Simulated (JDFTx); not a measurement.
# ZnS (F-43m) in JDFTx: equation of state, part 2 of 2

JDFTx 1.7.0 (patched build).

## (4) Equation of state, PBE, 19.33 Å³/atom (volume scaled by 0.98)

ZnS.in reads:

```
lattice \
    0.0000000000     5.0717702314     5.0717702314 \
    5.0717702314     0.0000000000     5.0717702314 \
    5.0717702314     5.0717702314     0.0000000000
coords-type Lattice
ion Zn     0.7500000000     0.7500000000     0.7500000000 1
ion S      0.0000000000     0.0000000000     0.0000000000 1

ion-species pseudo/Zn.upf
ion-species pseudo/S.upf
elec-cutoff 42 336
elec-ex-corr gga-PBE
kpoint-folding 9 9 9
elec-smearing Fermi 0.0018374661
elec-n-bands 19
electronic-SCF nIterations 100 energyDiffThreshold 1e-09
electronic-minimize nIterations 30 energyDiffThreshold 1e-7
forces-output-coords Cartesian

dump-name run.$VAR
dump End Ecomponents EigStats BandEigs Kpoints Forces Stress ElecDensity Dtot KEdensity
```

The run is started by

```
$ jdftx -c 1 -i ZnS.in -o ZnS.out
```

Wall time 2.2 min (1 thread of Arm Neoverse V2, shared host); peak memory 0.16 GiB.

Results (log left out):

| Item | Value |
| --- | --- |
| Free energy | -5901.3413 eV |
| Pressure | 3.2 GPa |
| Band gap on the k mesh | 2.20 eV, direct |

## (5) Equation of state, PBE, 19.73 Å³/atom

Changes to ZnS.in since step 4:

```diff
@@ -1,5 +1,5 @@
 lattice \
-    0.0000000000     5.0717702314     5.0717702314 \
-    5.0717702314     0.0000000000     5.0717702314 \
-    5.0717702314     5.0717702314     0.0000000000
+    0.0000000000     5.1060399887     5.1060399887 \
+    5.1060399887     0.0000000000     5.1060399887 \
+    5.1060399887     5.1060399887     0.0000000000
 coords-type Lattice
```

The run is started by

```
$ jdftx -c 1 -i ZnS.in -o ZnS.out
```

It took 2.2 min on 1 thread of Arm Neoverse V2, shared host; peak memory 0.16 GiB.

It converged, with:

```
Free energy            : -5901.3530 eV
Pressure               : 1.6 GPa
Band gap on the k mesh : 2.11 eV, direct
```

## (6) Equation of state, PBE, 20.12 Å³/atom (volume scaled by 1.02)

Changes to ZnS.in since step 5:

```diff
@@ -1,5 +1,5 @@
 lattice \
-    0.0000000000     5.1060399887     5.1060399887 \
-    5.1060399887     0.0000000000     5.1060399887 \
-    5.1060399887     5.1060399887     0.0000000000
+    0.0000000000     5.1398558085     5.1398558085 \
+    5.1398558085     0.0000000000     5.1398558085 \
+    5.1398558085     5.1398558085     0.0000000000
 coords-type Lattice
```

Potentials or basis: PseudoDojo-SR-PBE-0.5-standard with smoothed tails.

The run is started by

```
$ jdftx -c 1 -i ZnS.in -o ZnS.out
```

Wall time 2.2 min (1 thread of Arm Neoverse V2, shared host); peak memory 0.16 GiB.

The run converged. Its results:

| Property | Result |
| --- | --- |
| Free energy | -5901.3572 eV |
| Pressure | 0.1 GPa |
| Band gap on the k mesh | 2.03 eV, direct |

## (7) Equation of state, PBE, 20.52 Å³/atom (volume scaled by 1.04)

Changes to ZnS.in since step 6:

```diff
@@ -1,5 +1,5 @@
 lattice \
-    0.0000000000     5.1398558085     5.1398558085 \
-    5.1398558085     0.0000000000     5.1398558085 \
-    5.1398558085     5.1398558085     0.0000000000
+    0.0000000000     5.1732324308     5.1732324308 \
+    5.1732324308     0.0000000000     5.1732324308 \
+    5.1732324308     5.1732324308     0.0000000000
 coords-type Lattice
```

The run is started by

```
$ jdftx -c 1 -i ZnS.in -o ZnS.out
```

It took 2.3 min on 1 thread of Arm Neoverse V2, shared host; peak memory 0.17 GiB.

Results (log left out):

| Property | Result |
| --- | --- |
| Free energy | -5901.3545 eV |
| Pressure | -1.2 GPa |
| Band gap on the k mesh | 1.94 eV, direct |

## (8) Equation of state, PBE, 20.91 Å³/atom (volume scaled by 1.06)

Changes to ZnS.in since step 7:

```diff
@@ -1,5 +1,5 @@
 lattice \
-    0.0000000000     5.1732324308     5.1732324308 \
-    5.1732324308     0.0000000000     5.1732324308 \
-    5.1732324308     5.1732324308     0.0000000000
+    0.0000000000     5.2061838443     5.2061838443 \
+    5.2061838443     0.0000000000     5.2061838443 \
+    5.2061838443     5.2061838443     0.0000000000
 coords-type Lattice
```

The run is started by

```
$ jdftx -c 1 -i ZnS.in -o ZnS.out
```

Run time: 2.2 min. Hardware: 1 thread of Arm Neoverse V2, shared host; peak memory 0.17 GiB.

The run converged. Its results:

| Quantity | Value |
| --- | --- |
| Free energy | -5901.3458 eV |
| Pressure | -2.3 GPa |
| Band gap on the k mesh | 1.86 eV, direct |

## (9) Equation of state, PBE

Potentials or basis: PseudoDojo-SR-PBE-0.5-standard with smoothed tails.

No new run: the results of the series are fitted here.

What came out:

| Quantity | Value |
| --- | --- |
| Equilibrium volume | 20.16 Å³/atom |
| Bulk modulus | 70 GPa |
| Pressure derivative of the bulk modulus | 4.4 |

Energy against volume, from the lowest point:
```tsv
volume (Å³/atom)	energy (meV/atom)
18.543	32.68
18.938	17.96
19.332	7.92
19.727	2.07
20.121	0.00
20.516	1.32
20.910	5.68
```

## (10) Equation of state, PBE, 18.54 Å³/atom (volume scaled by 0.94)

Changes to ZnS.in since step 8:

```diff
@@ -1,5 +1,5 @@
 lattice \
-    0.0000000000     5.2061838443     5.2061838443 \
-    5.2061838443     0.0000000000     5.2061838443 \
-    5.2061838443     5.2061838443     0.0000000000
+    0.0000000000     5.0018058434     5.0018058434 \
+    5.0018058434     0.0000000000     5.0018058434 \
+    5.0018058434     5.0018058434     0.0000000000
 coords-type Lattice
@@ -20,2 +20,2 @@
 dump-name run.$VAR
-dump End Ecomponents EigStats BandEigs Kpoints Forces Stress ElecDensity Dtot KEdensity
+dump End Ecomponents EigStats BandEigs Kpoints Forces Stress
```

The run is started by

```
$ jdftx -c 1 -i ZnS.in -o ZnS.out
```

Wall time 2.5 min (1 thread of Arm Neoverse V1, shared host); peak memory 0.15 GiB.

The run converged. Its results:

```
Free energy            : -5901.2918 eV
Pressure               : 7.0 GPa
Band gap on the k mesh : 2.39 eV, direct
```

## (11) Equation of state, PBE, 18.94 Å³/atom (volume scaled by 0.96)

Changes to ZnS.in since step 10:

```diff
@@ -1,5 +1,5 @@
 lattice \
-    0.0000000000     5.0018058434     5.0018058434 \
-    5.0018058434     0.0000000000     5.0018058434 \
-    5.0018058434     5.0018058434     0.0000000000
+    0.0000000000     5.0370309888     5.0370309888 \
+    5.0370309888     0.0000000000     5.0370309888 \
+    5.0370309888     5.0370309888     0.0000000000
 coords-type Lattice
@@ -20,2 +20,2 @@
 dump-name run.$VAR
-dump End Ecomponents EigStats BandEigs Kpoints Forces Stress
+dump End Ecomponents EigStats BandEigs Kpoints Forces Stress ElecDensity Dtot KEdensity
```

The run is started by

```
$ jdftx -c 1 -i ZnS.in -o ZnS.out
```

Wall time 2.7 min (1 thread of Arm Neoverse V1, shared host); peak memory 0.16 GiB.

The run converged. Its results:

* Free energy: -5901.3212 eV
* Pressure: 5.0 GPa
* Band gap on the k mesh: 2.29 eV, direct

## (12) Equation of state, PBE, 19.33 Å³/atom (volume scaled by 0.98)

Changes to ZnS.in since step 11:

```diff
@@ -1,5 +1,5 @@
 lattice \
-    0.0000000000     5.0370309888     5.0370309888 \
-    5.0370309888     0.0000000000     5.0370309888 \
-    5.0370309888     5.0370309888     0.0000000000
+    0.0000000000     5.0717702314     5.0717702314 \
+    5.0717702314     0.0000000000     5.0717702314 \
+    5.0717702314     5.0717702314     0.0000000000
 coords-type Lattice
```

Potentials or basis: PseudoDojo-SR-PBE-0.5-standard with smoothed tails.

The run is started by

```
$ jdftx -c 1 -i ZnS.in -o ZnS.out
```

It took 2.7 min on 1 thread of Arm Neoverse V1, shared host; peak memory 0.16 GiB.

Results (log left out):

```
Free energy            : -5901.3413 eV
Pressure               : 3.2 GPa
Band gap on the k mesh : 2.20 eV, direct
```

## (13) Equation of state, PBE, 19.73 Å³/atom

Changes to ZnS.in since step 12:

```diff
@@ -1,5 +1,5 @@
 lattice \
-    0.0000000000     5.0717702314     5.0717702314 \
-    5.0717702314     0.0000000000     5.0717702314 \
-    5.0717702314     5.0717702314     0.0000000000
+    0.0000000000     5.1060399887     5.1060399887 \
+    5.1060399887     0.0000000000     5.1060399887 \
+    5.1060399887     5.1060399887     0.0000000000
 coords-type Lattice
```

The run is started by

```
$ jdftx -c 1 -i ZnS.in -o ZnS.out
```

It took 2.7 min on 1 thread of Arm Neoverse V1, shared host; peak memory 0.16 GiB.

The run converged. Its results:

```yaml
Free_energy: -5901.3530 eV
Pressure: 1.6 GPa
Band_gap_on_the_k_mesh: 2.11 eV, direct
```

## (14) Equation of state, PBE, 20.12 Å³/atom (volume scaled by 1.02)

Changes to ZnS.in since step 13:

```diff
@@ -1,5 +1,5 @@
 lattice \
-    0.0000000000     5.1060399887     5.1060399887 \
-    5.1060399887     0.0000000000     5.1060399887 \
-    5.1060399887     5.1060399887     0.0000000000
+    0.0000000000     5.1398558085     5.1398558085 \
+    5.1398558085     0.0000000000     5.1398558085 \
+    5.1398558085     5.1398558085     0.0000000000
 coords-type Lattice
```

The run is started by

```
$ jdftx -c 1 -i ZnS.in -o ZnS.out
```

Wall time 2.7 min (1 thread of Arm Neoverse V1, shared host); peak memory 0.16 GiB.

Results (log left out):

```yaml
Free_energy: -5901.3572 eV
Pressure: 0.1 GPa
Band_gap_on_the_k_mesh: 2.03 eV, direct
```

## (15) Equation of state, PBE, 20.52 Å³/atom (volume scaled by 1.04)

Changes to ZnS.in since step 14:

```diff
@@ -1,5 +1,5 @@
 lattice \
-    0.0000000000     5.1398558085     5.1398558085 \
-    5.1398558085     0.0000000000     5.1398558085 \
-    5.1398558085     5.1398558085     0.0000000000
+    0.0000000000     5.1732324308     5.1732324308 \
+    5.1732324308     0.0000000000     5.1732324308 \
+    5.1732324308     5.1732324308     0.0000000000
 coords-type Lattice
```

Potentials or basis: PseudoDojo-SR-PBE-0.5-standard with smoothed tails.

The run is started by

```
$ jdftx -c 1 -i ZnS.in -o ZnS.out
```

It took 2.7 min on 1 thread of Arm Neoverse V1, shared host; peak memory 0.17 GiB.

It converged, with:

```
Free energy            : -5901.3545 eV
Pressure               : -1.2 GPa
Band gap on the k mesh : 1.94 eV, direct
```

## (16) Equation of state, PBE, 20.91 Å³/atom (volume scaled by 1.06)

Changes to ZnS.in since step 15:

```diff
@@ -1,5 +1,5 @@
 lattice \
-    0.0000000000     5.1732324308     5.1732324308 \
-    5.1732324308     0.0000000000     5.1732324308 \
-    5.1732324308     5.1732324308     0.0000000000
+    0.0000000000     5.2061838443     5.2061838443 \
+    5.2061838443     0.0000000000     5.2061838443 \
+    5.2061838443     5.2061838443     0.0000000000
 coords-type Lattice
```

The run is started by

```
$ jdftx -c 1 -i ZnS.in -o ZnS.out
```

Run time: 2.7 min. Hardware: 1 thread of Arm Neoverse V1, shared host; peak memory 0.17 GiB.

It converged, with:

```yaml
Free_energy: -5901.3458 eV
Pressure: -2.3 GPa
Band_gap_on_the_k_mesh: 1.86 eV, direct
```

## (17) Equation of state, PBE

Potentials or basis: PseudoDojo-SR-PBE-0.5-standard with smoothed tails.

This step only gathers the single runs of the series.

Results:

* Equilibrium volume: 20.16 Å³/atom
* Bulk modulus: 70 GPa
* Pressure derivative of the bulk modulus: 4.4

Energy against volume, from the lowest point:
```csv
volume (Å³/atom),energy (meV/atom)
18.543,32.68
18.938,17.96
19.332,7.92
19.727,2.07
20.121,0.00
20.516,1.32
20.910,5.68
```

PBE usually gives volumes a little too large and moduli too small.

## (18) Comparison with measurements

Step 9. A measured bulk modulus of ZnS is 76.9 GPa (quoted in “Electronic, vibrational, and thermodynamic properties of ZnS (zincblende and rocksalt structure)”, 2009, arxiv:0911.5022); the calculated 70 GPa misses it by -9.5 %. The fit is for a static lattice scaled at fixed shape and fixed fractional positions.

Step 17. Against the measured bulk modulus of ZnS, 76.9 GPa (quoted in “Electronic, vibrational, and thermodynamic properties of ZnS (zincblende and rocksalt structure)”, 2009, arxiv:0911.5022), the calculated 70 GPa is off by -9.5 %. The fit is for a static lattice scaled at fixed shape and fixed fractional positions.
